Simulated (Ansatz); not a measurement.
## AgBr in Ansatz: the effect of functional

The system is AgBr.

```
Ag Br
1.0
     0.00000    2.87015    2.87015
     2.87015    0.00000    2.87015
     2.87015    2.87015    0.00000
Ag Br
1 1
Direct
  0.00000 0.00000 0.00000
  0.50000 0.50000 0.50000
```

Alike in all runs:

| Quantity | Value |
| --- | --- |
| Program | Ansatz 0.2.0 |
| Task | single point |
| Potentials or basis | all-electron PAW datasets made for the crystal |
| k mesh | 6 × 6 × 6 |
| Occupations | fermi-dirac, width 0.05 eV |
| Spin | no spin polarisation |

One run gave: gap on the mesh 0.67 eV; pressure 2.3 GPa. Which functional did it use?
A. PBE
B. HSE06
C. PBE0

A.

```csv
functional,cutoff,gap on the mesh (eV),pressure (GPa)
PBE,260 eV (chosen from the basis error),0.67,2.3
HSE06,290 eV (chosen from the basis error),2.03,2.1
PBE0,290 eV (chosen from the basis error),2.69,2.0
```

A k mesh can miss the band edges.

The runs don't all hold the same shells in valence.
